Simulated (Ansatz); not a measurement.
## Random displacements in SnO

Computed with DFT PBEsol, scalar-relativistic, plane waves, PAW (Ansatz 0.2.0). Cutoff 420 eV, Γ-centred 8×6×6 k-points, Gaussian smearing of 0.05 eV. No spin polarisation. Energies are free energies at this smearing, counted from the undisturbed cell; pressure is positive in compression.

The starting cell (as given, not relaxed at this level; this form isn't the usual structure):

```xyz
4
Lattice="3.3550 0.0000 0.0000 0.0000 5.6741 0.0000 0.0000 0.0000 4.2220" Properties=species:S:1:pos:R:3 pbc="T T T"
Sn    0.0000    1.3159    2.1665
Sn    1.6775    4.3582    0.0555
O     0.0000    5.0570    3.1110
O     1.6775    0.6171    1.0000
```

The cell holds layers and no dispersion correction was added, so their binding is poorly described.

The atoms are displaced (Å, in the unstrained cell):

| atom | ux | uy | uz |
| --- | --- | --- | --- |
| Sn1 | 0.027 | -0.001 | -0.008 |
| Sn2 | 0.019 | 0.067 | -0.018 |
| O3 | -0.020 | -0.022 | 0.010 |
| O4 | -0.026 | -0.044 | 0.016 |

Strain (Voigt, engineering shear): (-0.0180, -0.0006, -0.0554, 0.0042, 0.0713, 0.0206).

Problem. What are the energy change, the stress and the forces?

Solution. ΔE = 66.4 meV/atom; stress (xx, yy, zz, yz, xz, xy; compression positive) (8.80, 6.14, 6.09, 0.79, -6.44, -0.67) GPa; gap on the mesh 1.32 eV.
```csv
atom,Fx (eV/Å),Fy,Fz
Sn1,-1.15,0.73,0.65
Sn2,-1.10,-2.05,0.84
O3,1.17,0.93,-1.07
O4,1.07,0.39,-0.42
```

Cost: 1 run of about 0.46 core-minutes, on Arm Neoverse V2 (shared hosts).